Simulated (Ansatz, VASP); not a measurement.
**One calculation of Cu, two programs**

```
Cu
1.0
     0.00000    1.81458    1.81458
     1.81458    0.00000    1.81458
     1.81458    1.81458    0.00000
Cu
1
Direct
  0.00000 0.00000 0.00000
```

Alike in both runs: task single point; functional PBE; k mesh 15 × 15 × 15; occupations methfessel-paxton of order 1, width 0.2 eV; no spin polarisation.

|  | VASP | Ansatz |
| --- | --- | --- |
| version | VASP 6.6.1 | Ansatz 0.2.0 |
| potentials or method | VASP PAW PBE potentials, release 64 (Cu) | plane waves (420 eV) with PAW, scalar-relativistic |
| plane-wave cutoff (eV) | 520 | 420 |
| valence electrons in the cell | 11 | 19 |

VASP gave:

```
pressure (GPa) : 0.4
```

Q: Estimate Ansatz's values.

A: Pressure (GPa): -0.1.

With one functional, cell and mesh, what is left measures potentials, basis and numerics. The two sets of potentials don't hold the same shells in valence.
